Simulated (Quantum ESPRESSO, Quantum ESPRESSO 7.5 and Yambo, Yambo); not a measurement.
# BP (F-43m): G0W0 on several meshes in Yambo

How does the mesh move the gap of BP (F-43m)?

Method: PBE and many-body steps on it, plane waves, in Quantum ESPRESSO 7.5 and Yambo 5.3.0.

## Step 1: The starting structure

Symmetry: F-43m, No. 216, cubic system. The conventional cell has a = 4.538 Å, b = 4.538 Å, c = 4.538 Å, α = 90.00°, β = 90.00°, γ = 90.00°. Nearest to B lie 4 P at 1.97 Å. Nearest to P lie 4 B at 1.97 Å. Farther neighbours are not listed.

The cell and positions come from the Crystallography Open Database and are kept as given unless a step says otherwise.

## Step 2: Empty states on the mesh, 2×2×2 mesh, 73 bands

This step: Quantum ESPRESSO 7.5; DFT, PBE, plane waves, norm-conserving pseudopotentials.

The sums over transitions need many empty states on a uniform mesh; this step solves for them.

pw.in

```
&control
  calculation = 'nscf'
  prefix = 'x'
  outdir = 'o'
  pseudo_dir = 'pseudo'
/
&system
  ibrav = 0
  nat = 2
  ntyp = 2
  ecutwfc = 68.0
  nbnd = 73
  force_symmorphic = .true.
/
&electrons
  conv_thr = 1e-9
  electron_maxstep = 80
  diago_full_acc = .true.
  diago_thr_init = 5e-6
/
ATOMIC_SPECIES
  B 10.81 B.upf
  P 30.974 P.upf
CELL_PARAMETERS angstrom
  0.0000000000 2.2690000000 2.2690000000
  2.2690000000 0.0000000000 2.2690000000
  2.2690000000 2.2690000000 0.0000000000
ATOMIC_POSITIONS crystal
  B 0.0000000000 0.0000000000 0.0000000000
  P 0.2500000000 0.2500000000 0.2500000000
K_POINTS automatic
  2 2 2 0 0 0
```

Started as:

```console
$ OMP_NUM_THREADS=1 mpirun -n 4 pw.x -nk 4 -in pw.in > pw.out
```

The program printed:

```text
Program PWSCF v.7.5 starts

     This program is part of the open-source Quantum ESPRESSO suite
     for quantum simulation of materials; please cite
         "P. Giannozzi et al., J. Phys.:Condens. Matter 21 395502 (2009);
         "P. Giannozzi et al., J. Phys.:Condens. Matter 29 465901 (2017);
         "P. Giannozzi et al., J. Chem. Phys. 152 154105 (2020);
     in publications or presentations arising from this work. More details at

     Atomic positions and unit cell read from directory:
     o/x.save/

     Message from routine setup:
[...]
120.3627

          k =-0.3536-0.3536 0.3536 (  1476 PWs)   bands (ev):

[...]
113.5792

          k =-0.7071 0.0000 0.0000 (  1524 PWs)   bands (ev):

[...]
96.4554  96.4554  97.2280  97.5549  97.5549  97.6237  97.8833 103.2284
   105.7465 110.4985 110.5432 110.5432 111.6057 112.5735 112.5735 115.0951
   116.2959

     highest occupied, lowest unoccupied level (ev):     9.2413   10.5886

     XML data file, pseudopotentials, collected wavefunctions

=------------------------------------------------------------------------------=
   JOB DONE.
=------------------------------------------------------------------------------=
```

Elapsed: 1.4 s, on 4 MPI ranks of Arm Neoverse V1, shared host; peak memory 0.05 GiB; 5.3 s of CPU time.

Numbers from this step:

```
gap                                                           : 1.347 eV
k of the valence top                                          : 0, 0, 0
k of the conduction bottom                                    : 0, -0.5, -0.5
least direct gap                                              : 3.407 eV
k points computed                                             : 3
lowest point of the top converged band, above the valence top : 104.3379 eV
```

On this mesh the gap is 1.347 eV.

The density comes from a self-consistent run that is not shown.

## Step 3: Conversion and set-up

This step: Yambo 5.3.0; conversion and set-up on PBE, plane waves, norm-conserving pseudopotentials.

The states are converted to the many-body program's format and the q mesh is built.

Started as:

```console
$ (cd o/x.save; p2y > p2y.log; mv SAVE ../..); yambo > setup.log
```

The program printed:

```text
 Yambo, version 5.3.0

 [02] CORE Variables Setup
 =========================

  [02.01] Unit cells
  ==================

  Cell kind             :  FCC
  Atoms in the cell     :  B  P
  number of B  atoms    :  1
  number of P  atoms    :  1

  List of atomic masses
  Mass of B     :  10.81000
  Mass of P     :  30.97400

  List of atomic coordinates    : [cc]
  B1       :  0.000000  0.000000  0.000000  order 1
  P1       :  2.143894  2.143894  2.143894  order 2

  Alat factors          :  4.287789  4.287789  4.287789 [a.u.]
  Direct lattice volume :  157.6631 [a.u.]
[...]
occ @ K [3]
   2.000000  2.000000  2.000000  2.000000  0.000000  0.000000  0.000000  0.000000

 [03] Transferred momenta grid and indexing
 ==========================================

 IBZ Q-points                                      :  3
 BZ  Q-points                                      :   8

 K/Q-points units:
 rlu = crystal or reduced units; cc = cartesian coordinates; iku = interal k-units

 Q [1]          [rlu]:  0.000000  0.000000  0.000000
 Q [2]          [rlu]:  0.21235E-17  0.21235E-17 -0.50000
 Q [3]          [rlu]:  0.18101E-16 -0.50000     -0.50000

  [03.01] X indexes
  =================

   [03.01.01] Sigma indexes
   ========================

 [06] Game Over & Game summary
```

Elapsed: 2 s, on 1 MPI rank; peak memory 0.23 GiB.

## Step 4: 2×2×2

Now the one-shot GW correction: screening in the RPA, then the self-energy of the levels asked for.

This step: G0W0 on PBE, plane waves, norm-conserving pseudopotentials.

gw13.in

```
HF_and_locXC
gw0
dyson
ppa
em1d
rim_cut
RandQpts= 1000000
RandGvec= 1 RL
EXXRLvcs= 68 Ry
VXCRLvcs= 272 Ry
Chimod= "HARTREE"
% BndsRnXp
 1 | 73 |
%
NGsBlkXp= 15.5 Ry
% LongDrXp
 1 | 1 | 1 |
%
% GbndRnge
 1 | 73 |
%
DysSolver= "n"
ExtendOut
PPAPntXp= 27.21138 eV
% QPkrange
 1 | 1 | 3 | 6 |
 3 | 3 | 3 | 6 |
%
```

Started as:

```console
$ OMP_NUM_THREADS=1 mpirun -n 4 yambo -F gw13.in -J gw13 -C gw13 > gw13.log
```

The program printed:

```text
 Yambo, version 5.3.0

 [02] CORE Variables Setup
 =========================

  [... cell, symmetries and grids as in the set-up ...]

  [02.05] Energies & Occupations
  ==============================

  [X] === General ===
  [X] Electronic Temperature                        :  0.000000  0.000000 [eV K]
  [X] Bosonic    Temperature                        :  0.000000  0.000000 [eV K]
  [X] Finite Temperature mode                       : no
  [X] El. density                                   :  0.34242E+24 [cm-3]
  [X] Fermi Level                                   :  9.241273 [eV]

  [X] === Gaps and Widths ===
  [X] Conduction Band Min                           :  1.347324 [eV]
  [X] Valence Band Max                              :  0.000000 [eV]
  [X] Filled Bands                                  :   4
  [X] Empty Bands                                   :    5   73
  [X] Direct Gap                                    :  3.406803 [eV]
  [X] Direct Gap localized at k                     :  1
  [X] Indirect Gap                                  :  1.347324 [eV]
  [X] Indirect Gap between kpts                     :  1  3
  [X] Last valence band width                       :  4.113593 [eV]
  [X] 1st conduction band width                     :  2.430262 [eV]

 [03] Transferred momenta grid and indexing
 ==========================================

 IBZ Q-points                                      :  3
 BZ  Q-points                                      :   8

 K/Q-points units:
 rlu = crystal or reduced units; cc = cartesian coordinates; iku = interal k-units

 Q [1]          [rlu]:  0.000000  0.000000  0.000000
 Q [2]          [rlu]:  0.21235E-17  0.21235E-17 -0.50000
 Q [3]          [rlu]:  0.18101E-16 -0.50000     -0.50000

 [04] Coloumb potential Random Integration (RIM)
 ===============================================

  [04.01] RIM initialization
  ==========================

  * Diagonal components only detected *

  8 x (sBL volume)        :  1.573293 [a.u.]
  sBZ random points       :  1000000
  Points outside the sBZ  :   7996195
  RL volume               :  1.573293 [a.u.]
  Integrated volume       :  1.574041 [a.u.]

  [04.02] RIM integrals
  =====================

  Gamma point sphere radius             :  0.210970 [a.u.]
  Points outside the sphere             :   799659
  [Int_sBZ(q=0) 1/q^2]*(Vol_sBZ)^(-1/3) =:  7.764404
                                 should be <:  7.795600

  Summary of Coulomb integrals for non-metallic bands |Q|[au] RIM/Bare

  Q [1] 0.100000E-4 0.995998 * Q [2] 0.634523 1.064860
  Q [3] 0.732684 1.063764

 [05] Dipoles
 ============

  [05.01] Setup: observables and procedures
  =========================================

 [06] Dynamic Dielectric Matrix (PPA)
 ====================================

 [WR./gw13//ndb.pp]--------------------------------------------------------------
  Brillouin Zone Q/K grids (IBZ/BZ)                :   3   8   3   8
  RL vectors                                       :  1917 [WF]
  Coulomb cutoff potential                         : none
  Electronic Temperature                           :  0.000000 [K]
  Bosonic    Temperature                           :  0.000000 [K]
  PPA    diel. fun.  energies                      : Perdew, Burke & Ernzerhof(X)+Perdew, Burke & Ernzerhof(C)
  wavefunctions                                    : Perdew, Burke & Ernzerhof(X)+Perdew, Burke & Ernzerhof(C)
  Global Gauge                                     : length
  X matrix size                                    :  181
  X band range                                     :    1   73
  X e/h energy range                               : -1.000000 -1.000000 [eV]
  X Time ordering                                  : R
  X Hxc Kernel                                     : HARTREE
  X Drude frequency                                :  0.000000  0.000000
  X poles                                          :  100.0000 [o/o]
  RL vectors in the sum                            :  1917
  [r,Vnl] included                                 : yes
  Field direction                                  :  0.577350E-5  0.577350E-5  0.577350E-5
  BZ energy Double Grid                            : no
  BZ energy DbGd points                            : 0
  BZ Q point size factor                           : -1.000000
  X Optical Averaged directions                    : none

 [07] Local Exchange-Correlation + Non-Local Fock
 ================================================

 [VXC] Plane waves :  11935
 [EXS] Plane waves :  1471

 QP @ state[ 1 ] K range:  1  1
 QP @ state[ 1 ] b range:   3   6
 QP @ state[ 2 ] K range:  3  3
 QP @ state[ 2 ] b range:   3   6

 [xc] Functional : Perdew, Burke & Ernzerhof(X)+Perdew, Burke & Ernzerhof(C)
 [xc] LIBXC used to calculate xc functional
  PP Number of Atomic Species                      :  2
  NLCC RL compoments                               :  11935
  PP Number of Atomic Species                      :  2
  NLCC RL compoments                               :  11935

 [xc] E_xc :  -2.864970 [Ha]
      E_xc :  -5.729939 [Ry]

  Local XC kind (lXC) : Perdew, Burke & Ernzerhof(X)+Perdew, Burke & Ernzerhof(C)
  Non-Local XC kind (nlXC) : Hartree-Fock

  Corrections @ K [1] :  [eV]
 <3|nlXC|3> = -16.10207 -0.82920E-17 <3|lXC|3> = -13.44818 -0.18881E-15
 <4|nlXC|4> = -16.10207 -0.83796E-19 <4|lXC|4> = -13.44818 -0.18883E-15
 <5|nlXC|5> = -6.198447  0.42524E-17 <5|lXC|5> = -11.96137 -0.47218E-16
 <6|nlXC|6> = -6.198447  0.13583E-16 <6|lXC|6> = -11.96137  0.51864E-20

  Corrections @ K [3] :  [eV]
 <3|nlXC|3> = -15.91914  0.13290E-16 <3|lXC|3> = -12.53321 -0.85557E-16
 <4|nlXC|4> = -15.91914  0.13777E-16 <4|lXC|4> = -12.53321  0.29501E-16
 <5|nlXC|5> = -5.501927 -0.49289E-17 <5|lXC|5> = -10.62915  0.23605E-16
 <6|nlXC|6> = -5.258673 -0.98341E-17 <6|lXC|6> = -10.47916 -0.66798E-20

  [07.01] Hartree-Fock occupations report
  =======================================

  [Hartree-Fock] === General ===
  [Hartree-Fock] Electronic Temperature             :  0.000000  0.000000 [eV K]
  [Hartree-Fock] Bosonic    Temperature             :  0.000000  0.000000 [eV K]
  [Hartree-Fock] Finite Temperature mode            : no
  [Hartree-Fock] El. density                        :  0.34242E+24 [cm-3]
  [Hartree-Fock] Fermi Level                        :  9.241273 [eV]

  [Hartree-Fock] === Gaps and Widths ===
  [Hartree-Fock] Conduction Band Min                :  3.777587 [eV]
  [Hartree-Fock] Valence Band Max                   : -1.757197 [eV]
  [Hartree-Fock] Filled Bands                       :   4
  [Hartree-Fock] Empty Bands                        :    5   73
  [Hartree-Fock] Direct Gap                         :  5.534784 [eV]
  [Hartree-Fock] Direct Gap localized at k          :  2
  [Hartree-Fock] Indirect Gap                       :  5.534784 [eV]
  [Hartree-Fock] Indirect Gap between kpts          :  2  2
  [Hartree-Fock] Last valence band width            :  5.742329 [eV]
  [Hartree-Fock] 1st conduction band width          :  5.392143 [eV]

 [08] Dyson equation: Newton solver
 ==================================

  [08.01] G0W0 (W PPA)
  ====================

  [  GW  ] Bands range     :    1   73
  [GW/PPA] G damping       :  0.100000 [eV]

  QP @ state[ 1 ] K range:  1  1
  QP @ state[ 1 ] b range:   3   6
  QP @ state[ 2 ] K range:  3  3
  QP @ state[ 2 ] b range:   3   6

   Sc/G bands                                       :    1   73
   Sc/G damping                                     :  0.100000 ev
   Sc bands terminator                              : no
   Sx RL components                                 :  1471

   QP @ state[ 1 ] K range                          :  1  1
   QP @ state[ 1 ] b range                          :   3   6
   QP @ state[ 2 ] K range                          :  3  3
   QP @ state[ 2 ] b range                          :   3   6
   GF energies kind                                 : Perdew, Burke & Ernzerhof(X)+Perdew, Burke & Ernzerhof(C)
   GF WF`s kind                                     : Perdew, Burke & Ernzerhof(X)+Perdew, Burke & Ernzerhof(C)
   Xs energies kind                                 : Perdew, Burke & Ernzerhof(X)+Perdew, Burke & Ernzerhof(C)
   Xs WF`s kind                                     : Perdew, Burke & Ernzerhof(X)+Perdew, Burke & Ernzerhof(C)

 [11] Game Over & Game summary
```

It took 4.3 s on 4 MPI ranks; peak memory 1 GiB.

Numbers from this step:

| Item | Value |
| --- | --- |
| G0W0 gap on the points computed | 1.932 eV |
| starting gap on the mesh | 1.347 eV |
| k of the valence top | 0, 0, 0 |
| k of the conduction bottom | 0, -0.5, -0.5 |
| least direct G0W0 gap on the computed points | 4.271 eV |
| Z at the valence top | 0.8037 |
| Z at the conduction bottom | 0.8175 |

The gap on the mesh goes from 1.35 eV to 1.93 eV, a correction of +0.58 eV.

## Step 5: Empty states on the mesh, 6×6×6 mesh, 73 bands

This step: Quantum ESPRESSO 7.5; DFT, PBE, plane waves, norm-conserving pseudopotentials.

Changes to pw.in since step 2:

```diff
@@ -31,2 +31,2 @@
 K_POINTS automatic
-  2 2 2 0 0 0
+  6 6 6 0 0 0
```

Started as:

```console
$ OMP_NUM_THREADS=1 mpirun -n 4 pw.x -nk 4 -in pw.in > pw.out
```

The program printed:

```text
[banner, memory and clock lines left out]
Program PWSCF v.7.5 starts

     Atomic positions and unit cell read from directory:
     o/x.save/

     Message from routine setup:
     using ibrav=0 with symmetry is DISCOURAGED, use correct ibrav instead

     G-vector sticks info

     bravais-lattice index     =            0
     lattice parameter (alat)  =       6.0638  a.u.
     unit-cell volume          =     157.6631 (a.u.)^3
     number of atoms/cell      =            2
     number of atomic types    =            2
     number of electrons       =         8.00
[...]
39.5763  39.5763  45.8945  45.8945  45.8945  46.8009  46.8009  52.2709
[...]
120.3627

          k = 0.1179 0.1179-0.1179 (  1477 PWs)   bands (ev):

[...]
121.7900

          k = 0.2357 0.2357-0.2357 (  1501 PWs)   bands (ev):

[...]
93.6255  95.2398  96.9826  96.9826  98.5845  99.8612  99.8612 102.0984
   102.0984 103.2904 107.6735 107.6735 111.0057 112.3601 113.9513 115.0438
   115.0438

          k =-0.3536-0.3536 0.3536 (  1476 PWs)   bands (ev):

     [... further k-points ...]

     highest occupied, lowest unoccupied level (ev):     9.2413   10.5886

     XML data file, pseudopotentials, collected wavefunctions
```

The job ended after 3 s (4 MPI ranks; peak memory 0.21 GiB).

Numbers from this step:

* gap: 1.347 eV
* k of the valence top: 0, 0, 0
* k of the conduction bottom: 0, -0.5, -0.5
* least direct gap: 3.407 eV
* k points computed: 16
* lowest point of the top converged band, above the valence top: 102.1835 eV

On this mesh the gap is 1.347 eV.

## Step 6: Conversion and set-up

This step: Yambo 5.3.0; conversion and set-up on PBE, plane waves, norm-conserving pseudopotentials.

Started as:

```console
$ (cd o/x.save; p2y > p2y.log; mv SAVE ../..); yambo > setup.log
```

The program printed:

```text
 Yambo, version 5.3.0

 [02] CORE Variables Setup
 =========================

  [02.01] Unit cells
  ==================

  Cell kind             :  FCC
  Atoms in the cell     :  B  P
  number of B  atoms    :  1
  number of P  atoms    :  1

  List of atomic masses
  Mass of B     :  10.81000
  Mass of P     :  30.97400

  List of atomic coordinates    : [cc]
  B1       :  0.000000  0.000000  0.000000  order 1
  P1       :  2.143894  2.143894  2.143894  order 2

  Alat factors          :  4.287789  4.287789  4.287789 [a.u.]
  Direct lattice volume :  157.6631 [a.u.]
[...]
Q [ 1]         [rlu]:  0.000000  0.000000  0.000000
 Q [ 2]         [rlu]: -0.53337E-17 -0.53337E-17  0.16667
 Q [ 3]         [rlu]: -0.10667E-16 -0.10667E-16  0.33333
[...]
Q [ 8]         [rlu]:  0.21235E-17  0.16667     -0.33333
 Q [ 9]         [rlu]:  0.29609E-16  0.16667     -0.16667
 Q [10]         [rlu]: -0.31009E-16  0.33333      0.33333
     [... 4 further rows ...]
 Q [15]         [rlu]:  0.166667  0.333333 -0.333333
 Q [16]         [rlu]:  0.166667 -0.500000 -0.333333

  [03.01] X indexes
  =================

   [03.01.01] Sigma indexes
   ========================

 [06] Game Over & Game summary
```

Wall time 2.1 s (1 MPI rank); peak memory 0.23 GiB.

(Part 1 of 2 ends here.)

[Paths, hosts, dates, memory and timing lines, banners, echoed tables and standing remarks are left out of the program output.]

[Logs are printed without paths, hosts, clocks, repeated set-up lines and the standing remarks that a program may print on its own settings, such as how far it seeks lower states.]

[Runs of the session that timed out or met a known fault of the program may be left out.]

[Hosts, paths, dates, database ids (printed as entryN), source tags and the programs' standing remarks are cut or masked in the printed files.]
